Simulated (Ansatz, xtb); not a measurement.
**Two isomers of C6H7N**

Structure a is `[H]/N=C\C1=CC=CC1`, a singlet and structure b is `Nc1ccccc1`, a singlet. Both are isolated molecules in the gas phase, relaxed with PBE-D3(BJ)/def2-SVP; the shapes shown needn't be the lowest conformers.

a (Å):

| atom | x (Å) | y (Å) | z (Å) |
| --- | --- | --- | --- |
| C | -1.9786 | 0.6447 | 0.4751 |
| C | -0.8059 | -0.0391 | 1.0050 |
| C | 0.4251 | -0.1306 | 0.3965 |
| C | 1.3383 | -0.8938 | 1.2383 |
| C | 0.6824 | -1.2803 | 2.3722 |
| C | -0.7306 | -0.7730 | 2.3226 |
| N | -3.1518 | 0.7605 | 1.0013 |
| H | -3.1708 | 0.2733 | 1.9185 |
| H | -1.8245 | 1.1261 | -0.5167 |
| H | 0.6810 | 0.3071 | -0.5796 |
| H | 2.3852 | -1.1153 | 0.9879 |
| H | 1.0965 | -1.8677 | 3.2028 |
| H | -0.9620 | -0.1074 | 3.1857 |
| H | -1.4711 | -1.6034 | 2.3816 |

b (Å):

```xyz
14

C    -1.4137   -0.3347    1.0845
C    -0.3936   -0.8695    0.2597
C     0.9449   -0.8392    0.6692
C     1.3081   -0.2802    1.9056
C     0.3015    0.2501    2.7295
C    -1.0403    0.2257    2.3310
N    -2.7356   -0.3131    0.6604
H    -2.9912   -0.9860   -0.0627
H    -3.4442   -0.2190    1.3883
H    -0.6629   -1.3090   -0.7142
H     1.7170   -1.2635    0.0086
H     2.3606   -0.2598    2.2235
H     0.5630    0.6905    3.7043
H    -1.8186    0.6479    2.9868
```

Q: Estimate E(b) − E(a) at the level CCSD(T)/def2-SVP + ΔMP2/def2-TZVPP.

A: Calculated at CCSD(T)/def2-SVP + ΔMP2/def2-TZVPP: E(b) − E(a) = −30.9 kcal/mol, so structure b lies lower.

The same difference at several levels:

```
                             level             geometry  E(b) − E(a) (kcal/mol)  departure from the last row (kcal/mol)  job, with rough time for the two
                          GFN2-xTB             GFN2-xTB                     −31.3                                    −0.4              optimisation, 0.11 s
                         HF/STO-3G             GFN2-xTB                     −38.0                                    −7.1              single point, 0.32 s
                r2SCAN-D4/def2-SVP             GFN2-xTB                     −37.8                                    −6.9               single point, 3.1 s
               PBE-D3(BJ)/def2-SVP  PBE-D3(BJ)/def2-SVP                     −35.3                                    −4.4                optimisation, 13 s
                       HF/def2-SVP  PBE-D3(BJ)/def2-SVP                     −37.1                                    −6.2           part of the CCSD(T) run
                      MP2/def2-SVP  PBE-D3(BJ)/def2-SVP                     −35.3                                    −4.4           part of the CCSD(T) run
                  CCSD(T)/def2-SVP  PBE-D3(BJ)/def2-SVP                     −30.6                                    +0.3                      single point
CCSD(T)/def2-SVP + ΔMP2/def2-TZVPP  PBE-D3(BJ)/def2-SVP                     −30.9                                                        single point, 52 s
```

As drawn, b has 1 C–N, 6 C∷C, 1 N–H in place of 1 C=N, 4 C–C, 2 C=C, 1 C–H (∷ is an aromatic bond). Structure a has a 5-membered ring, b a 6-membered ring (with an aromatic ring).

None of the levels shown reverses the order. The largest departure from CCSD(T)/def2-SVP + ΔMP2/def2-TZVPP is that of HF/STO-3G, 7.1 kcal/mol. The last row adds to CCSD(T) the change of the MP2 difference between the two basis sets, here −0.3 kcal/mol.

With thermal terms from frequencies at re-optimised GFN2-xTB minima (ideal gas, soft modes damped towards free rotors, one conformer each, 298.15 K, 1 atm): on the last row, ΔE + ΔZPE = −29.8, ΔH = −30.0, ΔG = −29.2 kcal/mol.

The correlated steps freeze 7 core orbitals. Run with Ansatz 0.2.0, xtb 6.7.1; the last row on 4 threads of Arm Neoverse V1 on a shared host.
